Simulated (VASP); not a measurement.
# VASP inputs for RbBr (strained CsCl)

INCAR

```
IBRION = -1
EDIFF = 1E-7
NELM = 120
METAGGA = R2SCAN
LASPH = .TRUE.
ENCUT = 520
NSW = 0
PREC = Accurate
ISIF = 2
ISMEAR = 0
LCHARG = .FALSE.
SIGMA = 0.01
LREAL = .FALSE.
NBANDS = 15
ALGO = Normal
LWAVE = .FALSE.
```

KPOINTS

```
KPOINTS created by Atomic Simulation Environment
0
Gamma
6 6 6
0 0 0
```

KPOINTS_OPT

```
special points
4
Reciprocal
0.0000000000 0.0000000000 0.0000000000 1
0.0000000000 0.5000000000 0.0000000000 1
0.5000000000 0.5000000000 0.0000000000 1
0.5000000000 0.5000000000 0.5000000000 1
```

POSCAR

```
Rb Br
 1.0000000000000000
     3.9884027084999998    0.0000000000000000    0.0000000000000000
     0.0000000000000000    3.9884027084999998    0.0000000000000000
     0.0000000000000000    0.0000000000000000    3.9884027084999998
 Rb  Br
   1   1
Cartesian
  0.0000000000000000  0.0000000000000000  0.0000000000000000
  1.9942013542499999  1.9942013542499999  1.9942013542499999
```

VASP ran with the recommended PBE PAW datasets (16 valence electrons in the cell).

Q: Predict the results.

A: gap between bands v and c 5.26 eV; least direct gap 5.41 eV; pressure 2.3 GPa.

Band v is the last that the valence electrons fill when counted band by band, and c is the next. Levels in eV from the top of v:

```
point    v−1      v     c   c+1
    Γ  -0.15  -0.15  5.26  5.98
    X  -0.28  -0.28  7.46  8.35
    M  -1.18   0.00  5.96  7.01
    R  -1.61  -1.61  9.27  9.27
```
